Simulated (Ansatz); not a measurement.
# CsI: the cell at several levels of theory

Aim: relax the published phase of CsI (Pm-3m) with PBE, r2SCAN, PBEsol, LDA and HSE06 and see how far the functionals disagree on the cell.

Code: Ansatz 0.2.0. PAW datasets, plane waves, zero pressure. No spin polarisation and no zero-point or thermal motion.

**1. Starting point**

The symmetry is Pm-3m (No. 221, cubic); a = 4.567 Å in the conventional setting, 47.62 Å³ an atom. Cs has 8 I at 3.95 Å; I has 8 Cs at 3.95 Å.

Structure file:

Space group Pm-3m (No. 221). a = 4.567 Å, b = 4.567 Å, c = 4.567 Å, α = 90.00°, β = 90.00°, γ = 90.00°
| atom | site | symmetry | x | y | z |
| --- | --- | --- | --- | --- | --- |
| Cs | 1a | m-3m | 0.0000 | 0.0000 | 0.0000 |
| I | 1b | m-3m | 0.5000 | 0.5000 | 0.5000 |

**2. Relaxing with PBE**

input.yaml

```yaml
crystal:
  lattice:
    - [4.5667, 0.0, 0.0]
    - [0.0, 4.5667, 0.0]
    - [0.0, 0.0, 4.5667]
  atoms:
    - { symbol: Cs, position: [0.0, 0.0, 0.0] }
    - { symbol: I, position: [0.5, 0.5, 0.5] }
kpoints:
  mp_grid: { grid: [6, 6, 6] }
hamiltonian:
  xc: pbe
scf:
  occupations: { method: fermi_dirac, width: 0.02 }
relax:
  f_tol: 0.005
  cell: {}
```

On the command line:

```
ansatz run input.yaml --threads 2 --pin off --max-ram 2211MiB --backend cpu --events-out ev --progress --plain --runs-dir out
```

After this run come: Relaxing with r2SCAN; Relaxing with PBEsol; LDA: cell and atoms; Relaxing with HSE06.

Q: Predict the outcome of this session. Wanted: for each run, a; volume; space group; SCF geometries.

As calculated:

```
 level  a (Å)  volume (Å³/atom)  space group  SCF geometries
   PBE  4.666            50.793        Pm-3m               5
r2SCAN  4.608            48.925        Pm-3m               4
PBEsol  4.507            45.770        Pm-3m               5
   LDA  4.402            42.656        Pm-3m               6
 HSE06  4.637            49.848        Pm-3m               4
```

What this shows: The first relaxation changed the volume by +6.7 % from the start. LDA gives the smallest cell and PBE the largest; they differ by 19.1 % in volume, a mean of 6.0 % in length. The meshes differ: PBE 6×6×6, r2SCAN 6×6×6, PBEsol 6×6×6, LDA 6×6×6, HSE06 4×4×4.
